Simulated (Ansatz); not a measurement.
# Ti2NS2 MXene monolayer in a perpendicular field, part 3 of 3

Wanted: the out-of-plane response of the Ti2NS2 MXene monolayer. A positive field points along +c.

Ansatz 0.2.0; plane-wave DFT, PBE-D3(BJ), Ansatz PAW.

So far. Step 7 (Single point, field 0.25 V/Å): The dipole is 0.0870 e·Å. Step 8 (Atoms held, field -0.25 V/Å): The dipole is -0.0870 e·Å.

## 9. Response, atoms held

This step: plane-wave DFT, PBE-D3(BJ), Ansatz PAW; response to a field along the normal, atoms held (Ansatz 0.2.0).

The dipoles give the slope, and the difference of two potentials shows where the field is screened.

Numbers from this step:

| Property | Result |
| --- | --- |
| equivalent conductor thickness p/(ε₀AE) | 7.354 Å |
| distance between the outer atoms | 5.422 Å |

The dipole of the cell by applied field:

| applied field (V/Å) | dipole of the cell (e·Å) |
| --- | --- |
| -0.250 | -0.0870 |
| -0.030 | -0.0104 |
| 0.000 | 1.5e-7 |
| 0.030 | 0.0104 |
| 0.150 | 0.0522 |
| 0.250 | 0.0870 |

Local field over the applied field, running mean. From the potentials at -0.03 and 0.03 V/Å; running mean over 2.5 Å. Local field over applied field against z:

| z (Å) | local field over applied field |
| --- | --- |
| 4.10 | 1.000 |
| 4.54 | 0.999 |
| 4.98 | 0.998 |
| 5.27 | 0.995 |
| 5.71 | 0.987 |
| 6.15 | 0.966 |
| 6.59 | 0.918 |
| 7.03 | 0.823 |
| 7.32 | 0.734 |
| 7.76 | 0.582 |
| 8.20 | 0.422 |
| 8.64 | 0.265 |
| 9.08 | 0.140 |
| 9.52 | 0.0676 |
| 9.81 | 0.0452 |
| 10.25 | 0.0305 |
| 10.69 | 0.0280 |
| 11.13 | 0.0357 |
| 11.56 | 0.0413 |
| 11.86 | 0.0413 |
| 12.30 | 0.0357 |
| 12.74 | 0.0280 |
| 13.17 | 0.0305 |
| 13.61 | 0.0452 |
| 13.91 | 0.0676 |
| 14.35 | 0.140 |
| 14.78 | 0.265 |
| 15.22 | 0.422 |
| 15.66 | 0.582 |
| 16.10 | 0.734 |
| 16.40 | 0.823 |
| 16.83 | 0.918 |
| 17.27 | 0.966 |
| 17.71 | 0.987 |
| 18.15 | 0.995 |
| 18.44 | 0.998 |
| 18.88 | 0.999 |
| 19.32 | 1.000 |

Electrons, planar mean, per unit field. The induced electron density by z:

| z (Å) | induced electron density (e/Å³ per V/Å) |
| --- | --- |
| 4.10 | 9.4e-7 |
| 4.54 | 2.9e-6 |
| 4.98 | 8.8e-6 |
| 5.27 | 1.8e-5 |
| 5.71 | 5.3e-5 |
| 6.15 | 1.5e-4 |
| 6.59 | 4.0e-4 |
| 7.03 | 9.8e-4 |
| 7.32 | 0.00169 |
| 7.76 | 0.00322 |
| 8.20 | 0.00371 |
| 8.64 | 0.00153 |
| 9.08 | 9.0e-4 |
| 9.52 | 6.1e-4 |
| 9.81 | -2.6e-4 |
| 10.25 | -6.7e-4 |
| 10.69 | 8.3e-5 |
| 11.13 | 3.0e-4 |
| 11.56 | -3.5e-5 |
| 11.86 | 3.5e-5 |
| 12.30 | -3.0e-4 |
| 12.74 | -8.3e-5 |
| 13.17 | 6.7e-4 |
| 13.61 | 2.6e-4 |
| 13.91 | -6.1e-4 |
| 14.35 | -9.0e-4 |
| 14.78 | -0.00153 |
| 15.22 | -0.00371 |
| 15.66 | -0.00322 |
| 16.10 | -0.00169 |
| 16.40 | -9.8e-4 |
| 16.83 | -4.0e-4 |
| 17.27 | -1.5e-4 |
| 17.71 | -5.3e-5 |
| 18.15 | -1.8e-5 |
| 18.44 | -8.8e-6 |
| 18.88 | -2.9e-6 |
| 19.32 | -9.4e-7 |

By hand: between -0.03 and 0.03 V/Å the dipole changes by 0.02089 e·Å, a slope of 0.3481 e·Å²/V. A perfect conductor of thickness t has p = ε₀AEt, so t = 180.95 × 0.3481 / 8.565 = 7.35 Å (e/ε₀ = 180.95 V·Å, A in Å²).

The induced dipole is that of a conductor 7.35 Å thick.

## 10. Relaxing in the field, field 0.1 V/Å

This step: plane-wave DFT, PBE-D3(BJ), Ansatz PAW (Ansatz 0.2.0).

Now the atoms may follow the field. A weak field makes forces of meV/Å to tens of meV/Å, so the force tolerance is set well below the usual one.

File input.yaml:

```yaml
crystal:
  lattice:
    - [3.1448399273, 0.0, 0.0]
    - [-1.5724199636, 2.7235112679, 0.0]
    - [0.0, 0.0, 23.4215271806]
  atoms:
    - { symbol: S, position: [0.3333333333, 0.6666666667, 0.3842618771] }
    - { symbol: Ti, position: [0.6666666667, 0.3333333333, 0.4502779366] }
    - { symbol: "N", position: [0.0, 0.0, 0.5] }
    - { symbol: Ti, position: [0.3333333333, 0.6666666667, 0.5497220634] }
    - { symbol: S, position: [0.6666666667, 0.3333333333, 0.6157381229] }
kpoints:
  mp_grid: { grid: [12, 12, 1] }
hamiltonian:
  xc: pbe
  dispersion: d3bj
scf:
  occupations: { method: fermi_dirac, width: 0.05 }
  convergence: { dr2_threshold: 1.0e-10 }
efield:
  axis: 3
  dipole_correction: true
  ramp_position: 0.97
  ramp_width: 0.06
  amplitude: 0.1
relax:
  f_tol: 0.001
  max_steps: 60
output:
  write_potential: true
  write_density: true
  volumetric_format: npy
```

On the command line:

```console
> ansatz run input.yaml --threads 4 --pin off --max-ram 6144MiB --backend cpu --events-out ev --progress --plain --runs-dir out
```

Numbers of over 12 decimals in the logs are rounded to 6 here.

Output:

```text
[...]
Crystal: 5 atoms, lattice volume = 200.606 Å³
Basis set: ecut = 420 eV, 3883 PW (Γ), exchange–correlation on 48×48×320 points (8 copies of the dense FFT grid, shifted against one another)
Bands: 26, of which v1, the nominal top of the filled ones, is band 21 counted from 1 (20 counted from 0)
Symmetry: 6 space group operations
k-points: 19 of 144 (time reversal used)
[...]
SCF iter   1: F=—  HF=-7199.400143 eV  |F-HF|=—  |Δ(HF+E_count)|=         —  Δρ=6.79e-2  dr2=1.31e1  ethr=3.10e-3  p=0.036 e·Å  D=3.29e-2 V/Å  ΔV_dip=-0.77 eV  dr2_dipole=1.24e-4  V_vac-E_F(+/−)=8.51/7.17 eV  ⟨swp⟩=8.2  Hψ=2704  notcnv=0
[...]
SCF iter  12: F=-7196.296685 eV  HF=-7196.296685 eV  |F-HF|=4.06e-10  |Δ(HF+E_count)|=   6.73e-9  Δρ=1.28e-7  dr2=3.00e-11  ethr=1.00e-12  p=0.035 e·Å  D=3.14e-2 V/Å  ΔV_dip=-0.74 eV  dr2_dipole=1.78e-12  V_vac-E_F(+/−)=6.42/5.04 eV  ⟨swp⟩=8.4  Hψ=2909  notcnv=0
SCF 1 converged in 12 iterations: F = -7196.296685 eV  dr2 = 3.00e-11
[...]
relax step   1: F+E_penalty+E_count = -7196.29668475 eV  Δ(F+E_penalty+E_count) = +0.000e0 eV  max|allowed force component| = 7.434e-3 eV/Å  Δτ_max = 0.0000 Å  (12 SCF iters, accepted)
[...]
SCF iter   6: F=-7196.296688 eV  HF=-7196.296688 eV  |F-HF|=1.00e-11  |Δ(HF+E_count)|=  7.56e-10  Δρ=2.80e-8  dr2=2.34e-12  ethr=1.00e-12  p=0.035 e·Å  D=3.14e-2 V/Å  ΔV_dip=-0.74 eV  dr2_dipole=4.05e-13  V_vac-E_F(+/−)=6.42/5.04 eV  ⟨swp⟩=7.2  Hψ=2544  notcnv=0
SCF 2 converged in 6 iterations: F = -7196.296688 eV  dr2 = 2.34e-12
relax step   2: F+E_penalty+E_count = -7196.29668769 eV  Δ(F+E_penalty+E_count) = -2.942e-6 eV  max|allowed force component| = 4.329e-3 eV/Å  Δτ_max = 0.0002 Å  (6 SCF iters, accepted)
SCF iter   1: F=—  HF=-7196.296783 eV  |F-HF|=—  |Δ(HF+E_count)|=         —  Δρ=1.92e-5  dr2=1.34e-6  ethr=1.75e-8  p=0.035 e·Å  D=3.14e-2 V/Å  ΔV_dip=-0.74 eV  dr2_dipole=5.02e-8  V_vac-E_F(+/−)=6.42/5.04 eV  ⟨swp⟩=2.0  Hψ=1034  notcnv=0  defer=4
[...]
SCF iter   6: F=-7196.296689 eV  HF=-7196.296689 eV  |F-HF|=5.82e-11  |Δ(HF+E_count)|=  1.89e-10  Δρ=5.01e-8  dr2=7.35e-12  ethr=1.00e-12  p=0.035 e·Å  D=3.15e-2 V/Å  ΔV_dip=-0.74 eV  dr2_dipole=2.29e-14  V_vac-E_F(+/−)=6.42/5.04 eV  ⟨swp⟩=7.7  Hψ=2601  notcnv=0
SCF 3 converged in 6 iterations: F = -7196.296689 eV  dr2 = 7.35e-12
relax step   3: F+E_penalty+E_count = -7196.29668853 eV  Δ(F+E_penalty+E_count) = -8.370e-7 eV  max|allowed force component| = 1.401e-3 eV/Å  Δτ_max = 0.0003 Å  (6 SCF iters, accepted)
SCF iter   1: F=—  HF=-7196.296724 eV  |F-HF|=—  |Δ(HF+E_count)|=         —  Δρ=1.03e-5  dr2=6.61e-7  ethr=9.31e-9  p=0.035 e·Å  D=3.15e-2 V/Å  ΔV_dip=-0.74 eV  dr2_dipole=4.25e-9  V_vac-E_F(+/−)=6.42/5.04 eV  ⟨swp⟩=2.0  Hψ=973  notcnv=0  defer=4
[...]
SCF iter   6: F=-7196.296689 eV  HF=-7196.296689 eV  |F-HF|=1.18e-11  |Δ(HF+E_count)|=  2.10e-10  Δρ=3.48e-8  dr2=5.88e-12  ethr=1.00e-12  p=0.035 e·Å  D=3.15e-2 V/Å  ΔV_dip=-0.74 eV  dr2_dipole=1.34e-12  V_vac-E_F(+/−)=6.42/5.04 eV  ⟨swp⟩=6.8  Hψ=2357  notcnv=0
SCF 4 converged in 6 iterations: F = -7196.296689 eV  dr2 = 5.88e-12
relax step   4: F+E_penalty+E_count = -7196.29668864 eV  Δ(F+E_penalty+E_count) = -1.183e-7 eV  max|allowed force component| = 5.736e-4 eV/Å  Δτ_max = 0.0001 Å  (6 SCF iters, accepted)
[...]
the band table was solved once a step of the walk had ended and its energy, with any forces and stress, was formed, with the checks that follow a solve (2663 applications of the Hamiltonian). They found nothing against the state; the energy, forces and stress were not computed again (output.eigenvalues in the input reference)
SCF converged after 6 iterations
Free energy (F): -7196.296689 eV
[...]
Internal energy: -7196.279545 eV  (E = F + TS)
E sigma→0 (E₀):  -7196.288117 eV
Entropy (-TS):   -0.017144 eV (-3.429 meV/atom)
Fermi energy:    0.236978 eV
Dipole field:    D = 0.031472 V/Å  (p = 0.034891 e·Å, saw-weighted, corrected)
Work function:   not extracted (applied field tilts the vacuum); planar V_es + V_field profile in the machine report
[...]
--- Forces (eV/Å), atoms counted from 1 ---
  atom   1  S     -0.00000000     0.00000000     0.00029808
  atom   2  Ti    -0.00000000     0.00000000     0.00025463
  atom   3  N      0.00000000    -0.00000000     0.00012951
  atom   4  Ti     0.00000000     0.00000000    -0.00057316
  atom   5  S      0.00000000     0.00000000    -0.00010665
  max |Σ_I F_I| component: 2.40e-6 eV/Å
--- Band table (eV; the first three rows and the last of 19) ---
  k-point 0: bands = [... 17 lower, -0.9027, 0.4284, 0.4284, 0.5465, 0.5465, 0.7514, 1.7798, 1.7798, ... 1 higher]
  k-point 1: bands = [... 17 lower, -0.8528, -0.3859, -0.1054, 0.5222, 1.0273, 1.1177, 1.7550, 1.8664, ... 1 higher]
  k-point 2: bands = [... 17 lower, -1.0176, -1.0078, -0.5138, 0.1397, 1.2587, 1.4281, 1.8031, 2.2580, ... 1 higher]
  k-point 18: bands = [... 17 lower, -3.2410, -2.4232, -2.3967, 1.4364, 1.4379, 1.5959, 2.5826, 2.5848, ... 1 higher]
--- Relaxed structure (4 steps of the walk, 4 accepted, 0 SCFs on fresh bases) ---
  F+E_penalty+E_count = -7196.29668864 eV   max|allowed force component| = 5.736e-4 eV/Å
  atoms:
    - { symbol: S, position: [0.333333, 0.666667, 0.384253] }
    - { symbol: Ti, position: [0.666667, 0.333333, 0.450289] }
    - { symbol: N, position: [0, 0, 0.499984] }
    - { symbol: Ti, position: [0.333333, 0.666667, 0.549738] }
    - { symbol: S, position: [0.666667, 0.333333, 0.615736] }
```

Wall time 8.3 s (4 threads of Intel Xeon Platinum 8259CL at 2.50GHz (Skylake/Cascade Lake), shared host); peak memory 0.56 GiB; 30 s of CPU time.

Hardly anything moved in the relaxation; the energy changed by under 0.2 meV an atom.

Numbers from this step:

```
energy at zero smearing : -7196.2881 eV
dipole along the normal : 0.03489 e·Å
```

The relaxation took 4 steps and lowered the energy by 3.9e-6 eV; the largest force on the free atoms ends at 5.7e-4 eV/Å.

The dipole is 0.0349 e·Å.

## 11. Relaxing in the field, field -0.1 V/Å

The opposite sign, again from the field-free geometry; the difference of the two cancels what relaxes without a field.

Changes to input.yaml since step 10:

```diff
@@ -24,3 +24,3 @@
   ramp_width: 0.06
-  amplitude: 0.1
+  amplitude: -0.1
 relax:
```

Output:

```text
[...]
Crystal: 5 atoms, lattice volume = 200.606 Å³
Basis set: ecut = 420 eV, 3883 PW (Γ), exchange–correlation on 48×48×320 points (8 copies of the dense FFT grid, shifted against one another)
Bands: 26, of which v1, the nominal top of the filled ones, is band 21 counted from 1 (20 counted from 0)
Symmetry: 6 space group operations
k-points: 19 of 144 (time reversal used)
[...]
--- Relaxed structure (4 steps of the walk, 4 accepted, 0 SCFs on fresh bases) ---
  F+E_penalty+E_count = -7196.29668864 eV   max|allowed force component| = 5.732e-4 eV/Å
  atoms:
    - { symbol: S, position: [0.333333, 0.666667, 0.384264] }
    - { symbol: Ti, position: [0.666667, 0.333333, 0.450262] }
    - { symbol: N, position: [0, 0, 0.500016] }
    - { symbol: Ti, position: [0.333333, 0.666667, 0.549711] }
    - { symbol: S, position: [0.666667, 0.333333, 0.615747] }
[key lines of the parts left out:]
SCF converged after 6 iterations
Free energy (F): -7196.296689 eV
Fermi energy:    0.236978 eV
Dipole field:    D = -0.031472 V/Å  (p = -0.034891 e·Å, saw-weighted, corrected)
```

Elapsed: 9.2 s, on 4 threads; peak memory 0.57 GiB.

No atom moved by 0.005 Å in the relaxation.

Numbers from this step:

| Quantity | Value |
| --- | --- |
| dipole along the normal | -0.03489 e·Å |

The relaxation took 4 steps and lowered the energy by 3.9e-6 eV; the largest force on the free atoms ends at 5.7e-4 eV/Å.

The dipole is -0.0349 e·Å.

## 12. Response, atoms relaxed

This step: plane-wave DFT, PBE-D3(BJ), Ansatz PAW; response to a field along the normal, atoms relaxed (Ansatz 0.2.0).

The same analysis on the two relaxed runs holds the ionic part too; their mesh is coarser, so small differences from the held value can come from that.

Numbers from this step:

| Property | Result |
| --- | --- |
| equivalent conductor thickness p/(ε₀AE) | 7.371 Å |

Dipole of the cell against applied field:

| applied field (V/Å) | dipole of the cell (e·Å) |
| --- | --- |
| -0.1000 | -0.0349 |
| 0.1000 | 0.0349 |

Local field over the applied field, running mean. From the potentials at -0.1 and 0.1 V/Å; running mean over 2.5 Å. Table of local field over applied field by z:

| z (Å) | local field over applied field |
| --- | --- |
| 4.5 | 0.999 |
| 5.0 | 0.998 |
| 5.5 | 0.992 |
| 6.0 | 0.975 |
| 6.5 | 0.928 |
| 7.0 | 0.822 |
| 7.5 | 0.670 |
| 8.0 | 0.501 |
| 8.5 | 0.336 |
| 9.0 | 0.172 |
| 9.5 | 0.0647 |
| 10.0 | -4.0e-4 |
| 10.5 | 0.0220 |
| 11.0 | 0.0421 |
| 11.5 | 0.0317 |
| 12.0 | 0.0316 |
| 12.5 | 0.0432 |
| 13.0 | 0.0150 |
| 13.5 | 0.00541 |
| 14.0 | 0.0771 |
| 14.5 | 0.194 |
| 15.0 | 0.362 |
| 15.5 | 0.528 |
| 16.0 | 0.695 |
| 16.5 | 0.844 |
| 17.0 | 0.939 |
| 17.5 | 0.979 |
| 18.0 | 0.993 |
| 18.5 | 0.998 |
| 19.0 | 0.999 |

Electrons, planar mean, per unit field. Table of induced electron density by z:

| z (Å) | induced electron density (e/Å³ per V/Å) |
| --- | --- |
| 4.5 | 2.8e-6 |
| 5.0 | 9.3e-6 |
| 5.5 | 3.3e-5 |
| 6.0 | 1.1e-4 |
| 6.5 | 3.4e-4 |
| 7.0 | 9.5e-4 |
| 7.5 | 0.00239 |
| 8.0 | 0.00418 |
| 8.5 | 0.00275 |
| 9.0 | 5.5e-4 |
| 9.5 | -5.6e-4 |
| 10.0 | -0.00649 |
| 10.5 | -9.5e-4 |
| 11.0 | 0.00831 |
| 11.5 | 0.00282 |
| 12.0 | -0.00397 |
| 12.5 | -0.00769 |
| 13.0 | 0.00289 |
| 13.5 | 0.00545 |
| 14.0 | 1.5e-4 |
| 14.5 | -5.4e-4 |
| 15.0 | -0.00327 |
| 15.5 | -0.00400 |
| 16.0 | -0.00210 |
| 16.5 | -8.2e-4 |
| 17.0 | -2.8e-4 |
| 17.5 | -9.0e-5 |
| 18.0 | -2.7e-5 |
| 18.5 | -7.8e-6 |
| 19.0 | -2.0e-6 |

The induced dipole is that of a conductor 7.37 Å thick.

## 13. Varying the input

This step: plane-wave DFT, PBE-D3(BJ), Ansatz PAW (Ansatz 0.2.0).

An input spoilt on purpose, to show how the run answers: it repeats the earlier run at 0.03 V/Å with kpoints.mp_grid.grid from [18, 18, 1] to [1, 1, 1], and scf.max_iter set to 60.

Changes to input.yaml since step 11:

```diff
@@ -12,3 +12,6 @@
 kpoints:
-  mp_grid: { grid: [12, 12, 1] }
+  mp_grid: { grid: [1, 1, 1] }
+  band_path:
+    path: [[0, 0, 0], [0.5, 0, 0], [0.33333333, 0.33333333, 0], [0, 0, 0]]
+    npoints: 16
 hamiltonian:
@@ -19,2 +22,3 @@
   convergence: { dr2_threshold: 1.0e-10 }
+  max_iter: 60
 efield:
@@ -24,6 +28,3 @@
   ramp_width: 0.06
-  amplitude: -0.1
-relax:
-  f_tol: 0.001
-  max_steps: 60
+  amplitude: 0.03
 output:
```

Output:

```text
[...]
Crystal: 5 atoms, lattice volume = 200.606 Å³
Basis set: ecut = 420 eV, 3883 PW (Γ)
Bands: 26, of which v1, the nominal top of the filled ones, is band 21 counted from 1 (20 counted from 0)
Symmetry: 6 space group operations
k-points: 1
[...]
SCF iter   1: F=—  HF=-7185.877319 eV  |F-HF|=—  |Δ(HF+E_count)|=         —  Δρ=8.89e-2  dr2=3.33e1  ethr=3.10e-3  p=0.011 e·Å  D=9.85e-3 V/Å  ΔV_dip=-0.23 eV  dr2_dipole=1.87e-5  V_vac-E_F(+/−)=7.68/7.27 eV  ⟨swp⟩=8.0  Hψ=138  notcnv=0
[...]
SCF iter  23: F=-7180.631086 eV  HF=-7180.631086 eV  |F-HF|=6.37e-12  |Δ(HF+E_count)|=  2.09e-11  Δρ=4.74e-8  dr2=8.88e-12  ethr=1.00e-12  p=0.011 e·Å  D=1.02e-2 V/Å  ΔV_dip=-0.24 eV  dr2_dipole=2.66e-13  V_vac-E_F(+/−)=6.06/5.66 eV  ⟨swp⟩=3.0  Hψ=69  notcnv=0
SCF 1 converged in 23 iterations: F = -7180.631086 eV  dr2 = 8.88e-12
[...]
SCF converged after 23 iterations
Free energy (F): -7180.631086 eV
[...]
Internal energy: -7180.487465 eV  (E = F + TS)
E sigma→0 (E₀):  -7180.559276 eV
Entropy (-TS):   -0.143621 eV (-28.724 meV/atom)
Fermi energy:    0.477826 eV
Dipole field:    D = 0.010207 V/Å  (p = 0.011315 e·Å, saw-weighted, corrected)
Work function:   not extracted (applied field tilts the vacuum); planar V_es + V_field profile in the machine report
[...]
--- Band table (eV) ---
  k-point 0: bands = [... 17 lower, -1.0244, 0.2454, 0.2454, 0.5410, 0.5410, 0.6013, 1.9582, 1.9582, ... 1 higher]
```

Wall time 2.7 s (4 threads); peak memory 0.53 GiB; 9.2 s of CPU time.

| quantity | this run | earlier run | difference |
| --- | --- | --- | --- |
| dipole along the normal (e·Å) | 0.01132 | 0.01044 | 8.7e-4 |

It moves by +0.000873 e·Å.

The fault (one k-point for a small cell) shows in the results, which are not taken further.

## 14. The same run with other settings: basis.xc_grid = 4

Another changed input: it repeats the earlier run at 0.03 V/Å with basis.xc_grid to 4.

Changes to input.yaml since step 13:

```diff
@@ -12,3 +12,3 @@
 kpoints:
-  mp_grid: { grid: [1, 1, 1] }
+  mp_grid: { grid: [18, 18, 1] }
   band_path:
@@ -22,3 +22,2 @@
   convergence: { dr2_threshold: 1.0e-10 }
-  max_iter: 60
 efield:
@@ -33 +32,3 @@
   volumetric_format: npy
+basis:
+  xc_grid: 4
```

Output:

```text
[...]
Crystal: 5 atoms, lattice volume = 200.606 Å³
Basis set: ecut = 420 eV, 3883 PW (Γ), exchange–correlation on 96×96×640 points (64 copies of the dense FFT grid, shifted against one another)
Bands: 26, of which v1, the nominal top of the filled ones, is band 21 counted from 1 (20 counted from 0)
Symmetry: 6 space group operations
k-points: 37 of 324 (time reversal used)
[...]
SCF iter   1: F=—  HF=-7199.401889 eV  |F-HF|=—  |Δ(HF+E_count)|=         —  Δρ=6.78e-2  dr2=1.31e1  ethr=3.10e-3  p=0.011 e·Å  D=9.85e-3 V/Å  ΔV_dip=-0.23 eV  dr2_dipole=8.43e-6  V_vac-E_F(+/−)=8.07/7.66 eV  ⟨swp⟩=8.2  Hψ=5263  notcnv=0
[...]
SCF iter  12: F=-7196.298091 eV  HF=-7196.298091 eV  |F-HF|=2.31e-10  |Δ(HF+E_count)|=   1.03e-8  Δρ=1.54e-7  dr2=2.83e-11  ethr=1.00e-12  p=0.010 e·Å  D=9.42e-3 V/Å  ΔV_dip=-0.22 eV  dr2_dipole=1.33e-13  V_vac-E_F(+/−)=5.98/5.55 eV  ⟨swp⟩=5.0  Hψ=4578  notcnv=0
SCF 1 converged in 12 iterations: F = -7196.298091 eV  dr2 = 2.83e-11
[...]
SCF converged after 12 iterations
Free energy (F): -7196.298091 eV
[...]
Internal energy: -7196.284474 eV  (E = F + TS)
E sigma→0 (E₀):  -7196.291282 eV
Entropy (-TS):   -0.013618 eV (-2.724 meV/atom)
Fermi energy:    0.209670 eV
Dipole field:    D = 0.009420 V/Å  (p = 0.010443 e·Å, saw-weighted, corrected)
Work function:   not extracted (applied field tilts the vacuum); planar V_es + V_field profile in the machine report
[...]
--- Band table (eV; the first three rows and the last of 37) ---
  k-point 0: bands = [... 17 lower, -0.9025, 0.4262, 0.4262, 0.5478, 0.5478, 0.7498, 1.7780, 1.7780, ... 1 higher]
  k-point 1: bands = [... 17 lower, -0.8595, -0.0524, 0.0782, 0.5867, 0.8767, 0.9741, 1.7630, 1.8089, ... 1 higher]
  k-point 2: bands = [... 17 lower, -0.9036, -0.7245, -0.2696, 0.4186, 1.1344, 1.2382, 1.7560, 1.9630, ... 1 higher]
  k-point 36: bands = [... 17 lower, -3.2460, -2.4136, -2.4053, 1.4349, 1.4358, 1.5946, 2.5816, 2.5820, ... 1 higher]
```

Run time: 8.9 s. Hardware: 4 threads; peak memory 0.8 GiB.

This step gave:

| Property | Result |
| --- | --- |
| energy at zero smearing | -7196.2913 eV |
| dipole along the normal | 0.01044 e·Å |

Electronic bands along the path, in eV, zero at the Fermi level:

| point | band 17 | band 18 | band 19 | band 20 | band 21 | band 22 | band 23 | band 24 |
| --- | --- | --- | --- | --- | --- | --- | --- | --- |
| Γ | -1.11 | -1.11 | 0.22 | 0.22 | 0.34 | 0.34 | 0.54 | 1.57 |
| halfway | -2.48 | -1.69 | -1.41 | -0.93 | -0.51 | 1.24 | 1.45 | 1.64 |
| M | -3.07 | -2.18 | -1.63 | -1.17 | -1.06 | 1.36 | 2.01 | 2.33 |
| halfway | -3.11 | -2.71 | -2.39 | -2.19 | 0.01 | 1.80 | 1.91 | 1.95 |
| K | -3.46 | -3.46 | -2.62 | -2.62 | 1.23 | 1.23 | 1.38 | 2.37 |
| halfway | -2.48 | -2.17 | -1.72 | -1.62 | 0.31 | 0.56 | 1.90 | 2.06 |
| Γ | -1.11 | -1.11 | 0.22 | 0.22 | 0.34 | 0.34 | 0.54 | 1.57 |

| quantity | this run | earlier run | difference |
| --- | --- | --- | --- |
| dipole along the normal (e·Å) | 0.01044 | 0.01044 | 1.3e-7 |

The dipole moves by under 0.5 % or 5e-5 e·Å.

Of the bands kept, 3 cross the Fermi level on this path.

## 15. Outcome

```json
{"gap without field": "none", "work function, upper face": "5.77 eV", "equivalent conductor thickness, atoms held": "7.35 Å", "equivalent conductor thickness, atoms relaxed": "7.37 Å"}
```

The induced dipole equals that of a perfect conductor 7.35 Å thick, while the outer atoms lie 5.42 Å apart. There is no gap over 0.03 eV, with or without the field. The first relaxation ran with spin and lost its moment, and the later runs have none; other magnetic states were not tried. The MXene's terminations sit over the metal atoms of its far layer; the site over carbon or nitrogen, which some compounds prefer, was not run.

[Logs are printed without paths, hosts, clocks, repeated set-up lines and the standing remarks that a program may print on its own settings, such as how far it seeks lower states.]

[Hosts, paths, dates, database ids (printed as entryN), source tags and the programs' standing remarks are cut or masked in the printed files.]

[Maps of the electrostatic potential energy from Ansatz leave out the sawtooth potential of an applied field or a dipole correction, so their vacuum need not be flat; planar profiles and work functions include it.]
